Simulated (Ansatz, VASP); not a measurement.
Cu3N: VASP beside Ansatz

File INCAR:

```
ALGO = Normal ; EDIFF = 1E-7
ENCUT = 520 ; GGA = PE
ISIF = 2 ; ISMEAR = -1
LASPH = T ; LCHARG = F
LREAL = F ; LWAVE = F
NBANDS = 27 ; NELM = 80
PREC = Accurate ; SIGMA = 0.05
```

File KPOINTS:

```
k-points
0
Gamma
  7 7 7
```

The input POSCAR:

```
Cu3N
1.0
    3.8816660150      0.0000000000      0.0000000000
    0.0000000000      3.8816660150      0.0000000000
    0.0000000000      0.0000000000      3.8816660150
Cu N
3 1
Direct
    0.0000000000      0.0000000000      0.5000000000
    0.0000000000      0.5000000000      0.0000000000
    0.5000000000      0.0000000000      0.0000000000
    0.0000000000      0.0000000000      0.0000000000
```

File input.yaml:

```yaml
crystal:
  lattice:
    - [3.881666015, 0.0, 0.0]
    - [0.0, 3.881666015, 0.0]
    - [0.0, 0.0, 3.881666015]
  atoms:
    - { symbol: Cu, position: [0.0, 0.0, 0.5] }
    - { symbol: Cu, position: [0.0, 0.5, 0.0] }
    - { symbol: Cu, position: [0.5, 0.0, 0.0] }
    - { symbol: "N", position: [0.0, 0.0, 0.0] }
hamiltonian:
  xc: pbe
  pseudopotentials: { kind: paw }
kpoints:
  mp_grid: { grid: [7, 7, 7] }
scf:
  occupations: { method: fermi_dirac, width: 0.05 }
output:
  forces: true
  stress: true
  eigenvalues: true
```

Change from the starting cell: volume scaled by 1.06.

Alike in both runs: task single point; functional PBE; k mesh 7 × 7 × 7; occupations fermi-dirac, width 0.05 eV; no spin polarisation.

```csv
,VASP,Ansatz
version,VASP 6.6.1,Ansatz 0.2.0
potentials or method,"VASP PAW PBE potentials, release 64 (Cu, N)",Ansatz PAW
plane-wave cutoff (eV),520,420
valence electrons in the cell,38,62
```

VASP gave:

* gap on the k mesh at the Fermi level (eV): 1.06
* least direct gap on the mesh (eV): 1.47
* pressure (GPa): -4.0

**Question.** Estimate Ansatz's values.

**Answer.** gap on the k mesh at the Fermi level (eV): 1.06; least direct gap on the mesh (eV): 1.45; pressure (GPa): -4.5.

The two sets of potentials don't hold the same shells in valence.

Caveats: an odd mesh through Γ misses points on the zone boundary, where band edges often lie (VASP); odd divisions of the mesh miss points on the zone boundary, where band edges often lie, so the gap on the mesh can be too wide (Ansatz).
